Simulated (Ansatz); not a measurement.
Ni: single point with PBE

Crystal: Ni.

```
CELL_PARAMETERS angstrom
2.44802 0.00000 0.00000
-1.22401 2.12005 0.00000
0.00000 0.00000 4.07281
ATOMIC_POSITIONS crystal
Ni 0.66667 0.33333 0.75000
Ni 0.33333 0.66667 0.25000
```

This isn't the form of Ni at room conditions, which is fcc.

| Property | Result |
| --- | --- |
| Program | Ansatz 0.2.0 |
| Task | single point |
| Functional | PBE |
| Potentials or basis | Ansatz PAW |
| Cutoff | 420 eV (not typed: the program's choice for these potentials) |
| k mesh | 12 × 12 × 7 |
| Occupations | gaussian, width 0.028 eV |
| Spin | collinear spin, ferromagnetic start |
| Starting moments | [1.0, 1.0] μB |

```
Pressure               : 7.3 GPa
Band gap on the k mesh : none (metal or under the smearing width)
Net moment             : 1.33 μB per cell
Absolute moment        : 1.51 μB per cell
Site moments           : Ni +0.70 μB
```

Stress tensor (GPa, compression positive):
```
8.51 0.00 0.00
0.00 8.51 0.00
0.00 0.00 4.77
```

Levels at points of the mesh, in eV from the Fermi level:
Spin up:
```
            k point  band 16  band 17  band 18  band 19  band 20  band 21  band 22  band 23
 (0.00, 0.00, 0.00)    -1.70    -1.70    -0.76    -0.76    -0.68     5.49    22.83    25.08
(0.00, -0.50, 0.00)    -0.64    -0.59    -0.53     1.14     3.09     9.32     9.86    12.42
```
Spin down:
| k point | band 14 | band 15 | band 16 | band 17 | band 18 | band 19 | band 20 | band 21 |
| --- | --- | --- | --- | --- | --- | --- | --- | --- |
| (0.00, 0.00, 0.00) | -1.47 | -1.47 | -1.01 | -1.01 | -0.74 | -0.02 | -0.02 | 5.96 |
| (0.00, -0.50, 0.00) | -1.83 | -1.48 | 0.16 | 0.19 | 0.32 | 1.67 | 3.50 | 9.44 |

Run time: 4.2 s on 2 threads of Arm Neoverse V2, on a shared host, peak memory 0.34 GiB.
